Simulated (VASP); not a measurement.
Crystal: Sc.

```xyz
1
Lattice="0.0000 2.2600 2.2600 2.2600 0.0000 2.2600 2.2600 2.2600 0.0000" Properties=species:S:1:pos:R:3 pbc="T T T"
Sc    0.0000    0.0000    0.0000
```

This isn't the form of Sc at room conditions, which is hcp.

| Property | Result |
| --- | --- |
| Program | VASP 6.6.1 |
| Task | relaxation of cell and atoms |
| Functional | PBE |
| Potentials or basis | VASP PAW PBE potentials, release 64 (Sc_sv) |
| Cutoff | 520 eV |
| k mesh | 17 × 17 × 17 |
| Occupations | gaussian, width 0.1 eV |
| Spin | no spin polarisation |

At the start: pressure 3.8 GPa; volume 23.09 Å³/atom.

**Question.** Where does the relaxation end?

**Answer.** Over 3 steps the energy falls by 17.6 meV/atom and the volume is 24.65 Å³/atom (+6.8 %); space group Fm-3m (No. 225, to 0.05 Å).

The path:
| step | energy change (eV) | largest force (eV/Å) | pressure (GPa) | volume (Å³) |
| --- | --- | --- | --- | --- |
| 1 | 0.0000 | 0.0000 | 3.75 | 23.09 |
| 2 | -0.0171 | 0.0000 | -0.58 | 24.94 |
| 3 | -0.0176 | 0.0000 | 0.01 | 24.65 |

Final structure:
```
CELL_PARAMETERS angstrom
0.00000 2.31006 2.31006
2.31006 0.00000 2.31006
2.31006 2.31006 0.00000
ATOMIC_POSITIONS crystal
Sc 0.00000 0.00000 0.00000
```
